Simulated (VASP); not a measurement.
# Sr (P6_3/mmc) in VASP: notebook

Runs on Sr. Level: PBE. Tasks: single point.

All numbers are computed with VASP 6.6.1; they aren't measurements. Logs are shortened: lines on timing, memory, paths and dates and some standing lists are left out, and cuts for length are marked.

### 1 The crystal as given

The structure is hexagonal, space group P6_3/mmc (No. 194). Conventional cell: a = 4.310 Å, b = 4.310 Å, c = 7.050 Å, α = 90.00°, β = 90.00°, γ = 120.00°. Sr (site symmetry -6m2) is surrounded by 12 Sr at 4.31 Å.

This isn't the form of Sr at room conditions, which is fcc.

### 2 Single point, PBE

The input, INCAR:

```
SYSTEM = Sr
  ADDGRID = .False.
  ALGO = Normal
  EDIFF = 1E-6
  ENCUT = 400
  GGA = PE
  ISIF = 2
  ISMEAR = -1
  LASPH = .True.
  LCHARG = .False.
  LREAL = .False.
  LWAVE = .False.
  NBANDS = 17
  NELM = 100
  PREC = Accurate
  SIGMA = 0.15
```

The input, KPOINTS:

```
k-points
0
Gamma
  10 10 6
  0 0 0
```

The input, POSCAR:

```
Sr
1.0
    4.3100000000      0.0000000000      0.0000000000
   -2.1550000000      3.7325694903      0.0000000000
    0.0000000000      0.0000000000      7.0500000000
Sr
2
Direct
    0.6666666667      0.3333333333      0.7500000000
    0.3333333333      0.6666666667      0.2500000000
```

Potentials or basis: VASP PAW PBE potentials, release 64 (Sr_sv).

Started as:

```sh
$ cat potpaw_PBE.64/Sr_sv/POTCAR > POTCAR
$ mpirun -np 1 vasp_std > vasp.out
```

OUTCAR:

```text
SYSTEM = Sr
   EDIFF = 1E-6
   ENCUT = 400
   GGA = PE
   ISIF = 2
   ISMEAR = -1
   LASPH = .True.
   LREAL = .False.
   NELM = 100
   PREC = Accurate

 Found     56 irreducible k-points:

 Following reciprocal coordinates:
            Coordinates               Weight
  0.000000  0.000000  0.000000      1.000000
  0.100000  0.000000  0.000000      6.000000
  0.200000  0.000000  0.000000      6.000000
  0.300000  0.000000  0.000000      6.000000
  0.400000  0.000000  0.000000      6.000000
  0.500000  0.000000  0.000000      3.000000
   k-points           NKPTS =     56   k-points in BZ     NKDIM =     56   number of bands    NBANDS=     17
   number of dos      NEDOS =    301   number of ions     NIONS =      2
   total plane-waves  NPLWV =  37632
   dimension x,y,z NGX =    28 NGY =   28 NGZ =   48
   dimension x,y,z NGXF=    56 NGYF=   56 NGZF=   96
   ions per type =               2
   NGX,Y,Z   is equivalent  to a cutoff of  10.80, 10.80, 11.32 a.u.
   NGXF,Y,Z  is equivalent  to a cutoff of  21.60, 21.60, 22.64 a.u.
 SYSTEM =  Sr
   PREC   = accura    normal or accurate (medium, high low for compatibility)
   ISTART =      0    job   : 0-new  1-cont  2-samecut
   ICHARG =      2    charge: 1-file 2-atom 10-const
   ISPIN  =      1    spin polarized calculation?
   LNONCOLLINEAR =      F non collinear calculations
   LSORBIT =      F    spin-orbit coupling
   LASPH  =      T    aspherical Exc in radial PAW
   ENCUT  =  400.0 eV  29.40 Ry    5.42 a.u.   7.03  7.03 11.50*2*pi/ulx,y,z
   NELM   =    100;   NELMIN=  2; NELMDL= -5     # of ELM steps
   EDIFF  = 0.1E-05   stopping-criterion for ELM
   LREAL  =      F    real-space projection
   EDIFFG = 0.1E-04   stopping-criterion for IOM
   NSW    =      0    number of steps for IOM
   IBRION =     -1    ionic relax: 0-MD 1-quasi-New 2-CG
   NFREE  =      0    steps in history (QN), initial steepest desc. (CG)
   ISIF   =      2    stress and relaxation
   ISYM   =      2    0-nonsym 1-usesym 2-fastsym
   POTIM  = 0.5000    time-step for ionic-motion
   TEBEG  =    0.0;   TEEND  =   0.0 temperature during run
   PSTRESS=    0.0 pullay stress
   NELECT =      20.0000    total number of electrons
   NUPDOWN=      -1.0000    fix difference up-down
   EMIN   =  10.00;   EMAX   =-10.00  energy-range for DOS
   EFERMI =   0.00;   METHOD = LEGACY
   ISMEAR =    -1;   SIGMA  =   0.15  broadening in eV -4-tet -1-fermi 0-gaus
   EFERMI_NEDOS =   21; number of points for ismear=-14 and -15
   IALGO  =     38    algorithm
   IMIX   =      4    mixing-type and parameters
     AMIX     =   0.40;   BMIX     =  1.00
     AMIX_MAG =   1.60;   BMIX_MAG =  1.00
  volume/ion in A,a.u.               =      56.71       382.68
  Fermi-wavevector in a.u.,A,eV,Ry     =   0.918037  1.734838 11.466874  0.842791
  Thomas-Fermi vector in A             =   2.043073
   LORBIT       =      0    0 simple, 1 ext, 2 COOP (PROOUT), +10 PAW based schemes
   GGA     = PE    functional components
   LHFCALC =     F    Hartree Fock is set to
   AEXX    =    0.0000 exact exchange contribution
   IVDW    =     0    specifies the selected vdW correction
   LEPSILON=     F    determine dielectric tensor
   LRPA    =     F    only Hartree local field effects (RPA)
 non-spin polarized calculation
  energy-cutoff  :      400.00
  volume of cell :      113.42
 maximum number of plane-waves:      2078
   NGX = 15   NGY = 15   NGZ = 23

 number of electron      20.0000001 magnetization

 Free energy of the ion-electron system (eV)
  ---------------------------------------------------
  ext. energy  EPLUGINS =         0.00000000
  ---------------------------------------------------
  free energy    TOTEN  =        -3.36770265 eV

  energy without entropy =       -3.15771190  energy(sigma->0) =       -3.26270727

 E-fermi :   1.4273     XC(G=0):  -7.2569

 val. band max:        1.4053273398   @ k =   0.3000   0.0000   0.0000
 cond. band min:       1.4424874390   @ k =   0.4000   0.0000   0.0000
 fundamental gap:      0.0371600992
 Fermi energy:         1.4273492948

 k-point     1 :       0.0000    0.0000    0.0000
  band No.  band energies     occupation
      1     -35.1822      2.00000
      2     -35.1704      2.00000
      3     -17.2470      2.00000
      4     -17.0993      2.00000
      5     -17.0993      2.00000
      6     -17.0753      2.00000
[... 9 lines left out ...]
     16       4.1526      0.00000
     17       4.6568      0.00000

 k-point     2 :       0.1000    0.0000    0.0000
  band No.  band energies     occupation
      1     -35.1812      2.00000
      2     -35.1699      2.00000
      3     -17.2415      2.00000
      4     -17.1121      2.00000
      5     -17.1034      2.00000
      6     -17.0885      2.00000
[... 9 lines left out ...]
     16       4.2840      0.00000
     17       4.4004      0.00000

 k-point     3 :       0.2000    0.0000    0.0000
  band No.  band energies     occupation
      1     -35.1785      2.00000
      2     -35.1686      2.00000
      3     -17.2260      2.00000
      4     -17.1457      2.00000
      5     -17.1226      2.00000
      6     -17.1136      2.00000
[... 9 lines left out ...]
     16       4.2551      0.00000
     17       4.3310      0.00000

 k-point     4 :       0.3000    0.0000    0.0000
  band No.  band energies     occupation
      1     -35.1749      2.00000
      2     -35.1672      2.00000
      3     -17.2041      2.00000
      4     -17.1876      2.00000
      5     -17.1635      2.00000
      6     -17.1260      2.00000
[... 9 lines left out ...]
     16       4.7660      0.00000
     17       4.8469      0.00000

 k-point     5 :       0.4000    0.0000    0.0000
  band No.  band energies     occupation
      1     -35.1717      2.00000
      2     -35.1664      2.00000
      3     -17.2215      2.00000
      4     -17.1957      2.00000
      5     -17.1815      2.00000
      6     -17.1356      2.00000
[... 9 lines left out ...]
     16       5.2766      0.00000
     17       5.6207      0.00000

 k-point     6 :       0.5000    0.0000    0.0000
  band No.  band energies     occupation
      1     -35.1703      2.00000
      2     -35.1663      2.00000
      3     -17.2345      2.00000
      4     -17.2077      2.00000
      5     -17.1701      2.00000
      6     -17.1393      2.00000
[... 9 lines left out ...]
     16       5.6891      0.00000
     17       6.3160      0.00000

 [... further k-points ...]

------------------------ aborting loop because EDIFF is reached ----------------------------------------

  FORCE on cell =-STRESS in cart. coord.  units (eV):
  Direction    XX          YY          ZZ          XY          YZ          ZX
  --------------------------------------------------------------------------------------
  -------------------------------------------------------------------------------------
  Total       -0.1932294     -0.1932294     -0.2106123      0.0000000     -0.0000000      0.0000000
  in kB       -2.7296666     -2.7296666     -2.9752271      0.0000000     -0.0000000      0.0000000
  external PRESSURE =      -2.8115201 kB  Pullay stress =       0.0000000 kB

 VOLUME and BASIS-vectors are now :
 -----------------------------------------------------------------------------
  energy-cutoff  :      400.00
  volume of cell :      113.42
      direct lattice vectors                 reciprocal lattice vectors
     4.310000000  0.000000000  0.000000000     0.232018561  0.133955979  0.000000000
    -2.155000000  3.732569490  0.000000000     0.000000000  0.267911958  0.000000000
     0.000000000  0.000000000  7.050000000     0.000000000  0.000000000  0.141843972

 POSITION                                       TOTAL-FORCE (eV/Angst)
 -----------------------------------------------------------------------------------
      2.15500      1.24419      5.28750         0.000000      0.000000      0.000000
     -0.00000      2.48838      1.76250        -0.000000     -0.000000      0.000000
 -----------------------------------------------------------------------------------
    total drift:                                0.000000     -0.000000      0.000000

  FREE ENERGIE OF THE ION-ELECTRON SYSTEM (eV)
  ---------------------------------------------------
  free  energy   TOTEN  =        -3.3677026459 eV

  energy  without entropy=       -3.1577119030  energy(sigma->0) =       -3.26270727
```

Run time: 22 s. Hardware: 1 thread of Intel Xeon 6975P-C (Granite Rapids), shared host; peak memory 0.21 GiB.

These settings aren't checked as converged: the numbers below hold their error.

Results:

| Quantity | Value |
| --- | --- |
| Free energy | -3.3677 eV |
| Pressure | -0.3 GPa |
| Band gap on the k mesh | none (metal or under the smearing width) |

### 3 Single point, PBE

INCAR is that of step 2.

KPOINTS is that of step 2.

The input, POSCAR:

```
Sr
1.0
    4.3100000000      0.0000000000      0.0000000000
   -2.1550000000      3.7325694903      0.0000000000
    0.0000000000      0.0000000000      7.0500000000
Sr
2
Direct
    0.6432960000      0.3178180000      0.7464440000
    0.3199860000      0.6535770000      0.2508690000
```

Potentials or basis: VASP PAW PBE potentials, release 64 (Sr_sv).

Started as:

```sh
$ cat potpaw_PBE.64/Sr_sv/POTCAR > POTCAR
$ mpirun -np 1 vasp_std > vasp.out
```

OUTCAR:

```text
SYSTEM = Sr
   EDIFF = 1E-6
   ENCUT = 400
   GGA = PE
   ISIF = 2
   ISMEAR = -1
   LASPH = .True.
   LREAL = .False.
   NELM = 100
   PREC = Accurate

 Found    304 irreducible k-points:

 Following reciprocal coordinates:
            Coordinates               Weight
  0.000000  0.000000  0.000000      1.000000
  0.100000  0.000000  0.000000      2.000000
  0.000000  0.100000  0.000000      2.000000
 -0.100000  0.100000  0.000000      2.000000
  0.200000  0.000000  0.000000      2.000000
  0.000000  0.200000  0.000000      2.000000
   k-points           NKPTS =    304   k-points in BZ     NKDIM =    304   number of bands    NBANDS=     17
   number of dos      NEDOS =    301   number of ions     NIONS =      2
   total plane-waves  NPLWV =  37632
   dimension x,y,z NGX =    28 NGY =   28 NGZ =   48
   dimension x,y,z NGXF=    56 NGYF=   56 NGZF=   96
   ions per type =               2
   NGX,Y,Z   is equivalent  to a cutoff of  10.80, 10.80, 11.32 a.u.
   NGXF,Y,Z  is equivalent  to a cutoff of  21.60, 21.60, 22.64 a.u.
 SYSTEM =  Sr
   PREC   = accura    normal or accurate (medium, high low for compatibility)
   ISTART =      0    job   : 0-new  1-cont  2-samecut
   ICHARG =      2    charge: 1-file 2-atom 10-const
   ISPIN  =      1    spin polarized calculation?
   LNONCOLLINEAR =      F non collinear calculations
   LSORBIT =      F    spin-orbit coupling
   LASPH  =      T    aspherical Exc in radial PAW
   ENCUT  =  400.0 eV  29.40 Ry    5.42 a.u.   7.03  7.03 11.50*2*pi/ulx,y,z
   NELM   =    100;   NELMIN=  2; NELMDL= -5     # of ELM steps
   EDIFF  = 0.1E-05   stopping-criterion for ELM
   LREAL  =      F    real-space projection
   EDIFFG = 0.1E-04   stopping-criterion for IOM
   NSW    =      0    number of steps for IOM
   IBRION =     -1    ionic relax: 0-MD 1-quasi-New 2-CG
   NFREE  =      0    steps in history (QN), initial steepest desc. (CG)
   ISIF   =      2    stress and relaxation
   ISYM   =      2    0-nonsym 1-usesym 2-fastsym
   POTIM  = 0.5000    time-step for ionic-motion
   TEBEG  =    0.0;   TEEND  =   0.0 temperature during run
   PSTRESS=    0.0 pullay stress
   NELECT =      20.0000    total number of electrons
   NUPDOWN=      -1.0000    fix difference up-down
   EMIN   =  10.00;   EMAX   =-10.00  energy-range for DOS
   EFERMI =   0.00;   METHOD = LEGACY
   ISMEAR =    -1;   SIGMA  =   0.15  broadening in eV -4-tet -1-fermi 0-gaus
   EFERMI_NEDOS =   21; number of points for ismear=-14 and -15
   IALGO  =     38    algorithm
   IMIX   =      4    mixing-type and parameters
     AMIX     =   0.40;   BMIX     =  1.00
     AMIX_MAG =   1.60;   BMIX_MAG =  1.00
  volume/ion in A,a.u.               =      56.71       382.68
  Fermi-wavevector in a.u.,A,eV,Ry     =   0.918037  1.734838 11.466874  0.842791
  Thomas-Fermi vector in A             =   2.043073
   LORBIT       =      0    0 simple, 1 ext, 2 COOP (PROOUT), +10 PAW based schemes
   GGA     = PE    functional components
   LHFCALC =     F    Hartree Fock is set to
   AEXX    =    0.0000 exact exchange contribution
   IVDW    =     0    specifies the selected vdW correction
   LEPSILON=     F    determine dielectric tensor
   LRPA    =     F    only Hartree local field effects (RPA)
 non-spin polarized calculation
  energy-cutoff  :      400.00
  volume of cell :      113.42
 maximum number of plane-waves:      2078
   NGX = 15   NGY = 15   NGZ = 23

 number of electron      20.0000000 magnetization

 Free energy of the ion-electron system (eV)
  ---------------------------------------------------
  ext. energy  EPLUGINS =         0.00000000
  ---------------------------------------------------
  free energy    TOTEN  =        -3.36684300 eV

  energy without entropy =       -3.15687313  energy(sigma->0) =       -3.26185807

 E-fermi :   1.4273     XC(G=0):  -7.2567

 val. band max:        1.4101646470   @ k =  -0.3000   0.3000   0.0000
 cond. band min:       1.4371257884   @ k =  -0.3000  -0.2000   0.1667
 fundamental gap:      0.0269611414
 Fermi energy:         1.4272545192

 k-point     1 :       0.0000    0.0000    0.0000
  band No.  band energies     occupation
      1     -35.1821      2.00000
      2     -35.1702      2.00000
      3     -17.2472      2.00000
      4     -17.1005      2.00000
      5     -17.0979      2.00000
      6     -17.0753      2.00000
[... 9 lines left out ...]
     16       4.1669      0.00000
     17       4.6283      0.00000
[... 81 lines left out ...]
 k-point     6 :       0.0000    0.2000    0.0000
  band No.  band energies     occupation
      1     -35.1783      2.00000
      2     -35.1684      2.00000
      3     -17.2261      2.00000
      4     -17.1459      2.00000
      5     -17.1225      2.00000
      6     -17.1132      2.00000
[... 9 lines left out ...]
     16       4.2595      0.00000
     17       4.3335      0.00000

 [... further k-points ...]

------------------------ aborting loop because EDIFF is reached ----------------------------------------

  FORCE on cell =-STRESS in cart. coord.  units (eV):
  Direction    XX          YY          ZZ          XY          YZ          ZX
  --------------------------------------------------------------------------------------
  -------------------------------------------------------------------------------------
  Total       -0.2016939     -0.1857458     -0.2071799     -0.0325172      0.0003661      0.0017137
  in kB       -2.8492396     -2.6239486     -2.9267390     -0.4593564      0.0051722      0.0242084
  external PRESSURE =      -2.7999758 kB  Pullay stress =       0.0000000 kB

 VOLUME and BASIS-vectors are now :
 -----------------------------------------------------------------------------
  energy-cutoff  :      400.00
  volume of cell :      113.42
      direct lattice vectors                 reciprocal lattice vectors
     4.310000000  0.000000000  0.000000000     0.232018561  0.133955979  0.000000000
    -2.155000000  3.732569490  0.000000000     0.000000000  0.267911958  0.000000000
     0.000000000  0.000000000  7.050000000     0.000000000  0.000000000  0.141843972

 POSITION                                       TOTAL-FORCE (eV/Angst)
 -----------------------------------------------------------------------------------
      2.08771      1.18628      5.26243         0.011638      0.002443      0.040392
     -0.02932      2.43952      1.76863        -0.011638     -0.002443     -0.040392
 -----------------------------------------------------------------------------------
    total drift:                                0.000002     -0.000003     -0.000001

  FREE ENERGIE OF THE ION-ELECTRON SYSTEM (eV)
  ---------------------------------------------------
  free  energy   TOTEN  =        -3.3668430031 eV

  energy  without entropy=       -3.1568731316  energy(sigma->0) =       -3.26185807
```

OSZICAR:

```text
N       E                     dE             d eps       ncg     rms          rms(c)
DAV:   1     0.922011107458E+02    0.92201E+02   -0.83747E+03 10480   0.809E+02
DAV:   2     0.446347171056E+01   -0.87738E+02   -0.86430E+02 13275   0.203E+02
DAV:   3    -0.320575125848E+01   -0.76692E+01   -0.76448E+01 18982   0.408E+01
DAV:   4    -0.335916868666E+01   -0.15342E+00   -0.15318E+00 14152   0.545E+00
DAV:   5    -0.336198080977E+01   -0.28121E-02   -0.28117E-02 16869   0.608E-01    0.160E+01
DAV:   6    -0.336420243473E+01   -0.22216E-02   -0.15914E-02 13671   0.118E+00    0.899E+00
DAV:   7    -0.336667556798E+01   -0.24731E-02   -0.23711E-02 12162   0.150E+00    0.447E-01
DAV:   8    -0.336674375713E+01   -0.68189E-04   -0.32413E-03 16759   0.262E-01    0.144E-01
DAV:   9    -0.336681030809E+01   -0.66551E-04   -0.14636E-04 14580   0.638E-02    0.506E-02
DAV:  10    -0.336683870353E+01   -0.28395E-04   -0.99625E-06 11182   0.185E-02    0.282E-02
DAV:  11    -0.336684313842E+01   -0.44349E-05   -0.14528E-06 11341   0.116E-02    0.252E-03
DAV:  12    -0.336684300314E+01    0.13529E-06   -0.30177E-07  8408   0.363E-03
   1 F= -.33668430E+01 E0= -.32618581E+01  d E =-.209970E+00
```

It took 1.8 min on 1 thread of Intel Xeon 6975P-C (Granite Rapids), shared host; peak memory 0.43 GiB.

The run converged, but some of its settings lie outside the range that counts as converged, so its numbers aren't taken as properties of the crystal.

Results:

```
Free energy            : -3.3668 eV
Pressure               : -0.3 GPa
Largest force          : 0.042 eV/Å
Band gap on the k mesh : none (metal or under the smearing width)
```

### 4 The reference run

An earlier run on the cell as given: functional PBE; potentials or basis VASP PAW PBE potentials, release 64 (Sr_sv); cutoff 520 eV; k mesh 7 × 7 × 4; occupations fermi-dirac, width 0.05 eV; no spin polarisation.

* Pressure: -0.3 GPa
* Band gap on the k mesh: none (metal or under the smearing width)
